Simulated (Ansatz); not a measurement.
A run of Ansatz 0.2.0 is set up as follows.

The input input.yaml:

```yaml
crystal:
  lattice:
    - [0.0, 2.702, 2.702]
    - [2.702, 0.0, 2.702]
    - [2.702, 2.702, 0.0]
  atoms:
    - { symbol: Zn, position: [0.75, 0.75, 0.75] }
    - { symbol: S, position: [0.0, 0.0, 0.0] }
hamiltonian:
  xc: lda
  pseudopotentials: { kind: paw, xc_functional: lda, accuracy: standard }
kpoints:
  mp_grid: { grid: [9, 9, 9] }
  band_path:
    path:
      - [[0.0, 0.0, 0.0], [0.5, 0.0, 0.5], [0.5, 0.25, 0.75], [0.375, 0.375, 0.75], [0.0, 0.0, 0.0], [0.5, 0.5, 0.5], [0.625, 0.25, 0.625], [0.5, 0.25, 0.75], [0.5, 0.5, 0.5], [0.375, 0.375, 0.75]]
      - [[0.625, 0.25, 0.625], [0.5, 0.0, 0.5]]
    npoints: 14
scf:
  occupations: { method: fermi_dirac, width: 0.05 }
  n_extra_bands: 6
output:
  forces: true
  stress: true
  eigenvalues: true
  fatbands: false
```

Potentials or basis: JTH PAW LDA.

Run with:

```console
$ ansatz run input.yaml --threads 2 --pin off --max-ram 5120MiB --backend cpu --events-out ev --progress --plain --runs-dir out
```

Task: What does it give for the pressure?

Result: -4.6 GPa.

Task: Predict the band gap on the k mesh.

Result: 1.85 eV, direct.

Task: Predict the band gap along the path.

Result: 1.85 eV, direct.

Levels at the corners of the path, in eV from the valence-band top:
| point | band 6 | band 7 | band 8 | band 9 | band 10 | band 11 | band 12 | band 13 |
| --- | --- | --- | --- | --- | --- | --- | --- | --- |
| Γ | -6.00 | 0.00 | 0.00 | 0.00 | 1.85 | 6.22 | 6.22 | 6.22 |
| X | -5.78 | -4.67 | -2.25 | -2.25 | 3.18 | 3.88 | 10.69 | 11.73 |
| W | -5.59 | -4.68 | -2.80 | -2.77 | 5.52 | 5.88 | 7.65 | 7.99 |
| K | -5.65 | -4.71 | -3.18 | -1.83 | 3.92 | 5.79 | 9.14 | 9.59 |
| Γ | -6.00 | 0.00 | 0.00 | 0.00 | 1.85 | 6.22 | 6.22 | 6.22 |
| L | -5.79 | -5.38 | -0.88 | -0.88 | 3.08 | 6.75 | 6.75 | 8.62 |
| U | -5.65 | -4.71 | -3.18 | -1.83 | 3.92 | 5.79 | 9.14 | 9.59 |
| W | -5.59 | -4.68 | -2.80 | -2.77 | 5.52 | 5.88 | 7.65 | 7.99 |
| L | -5.79 | -5.38 | -0.88 | -0.88 | 3.08 | 6.75 | 6.75 | 8.62 |
| K | -5.65 | -4.71 | -3.18 | -1.83 | 3.92 | 5.79 | 9.14 | 9.59 |
| U | -5.65 | -4.71 | -3.18 | -1.83 | 3.92 | 5.79 | 9.14 | 9.59 |
| X | -5.78 | -4.67 | -2.25 | -2.25 | 3.18 | 3.88 | 10.69 | 11.73 |

**The experiment to reproduce.**

“Electronic, vibrational, and thermodynamic properties of ZnS (zincblende and rocksalt structure)”, 2009, arxiv:0911.5022 quotes, for a bulk crystal of ZnS at 19 K: band gap 3.85 eV (direct).

Measured gap of ZnS: 3.85 eV (direct; 19 K; quoted in “Electronic, vibrational, and thermodynamic properties of ZnS (zincblende and rocksalt structure)”, 2009, arxiv:0911.5022). This calculation gives 1.85 eV (-2.00 eV). So large a miss can be the level of theory's own, or it may mean another phase, state or a wrong row. The value is that of LDA, without temperature or zero-point motion. Semilocal functionals fall short of measured gaps as a rule.
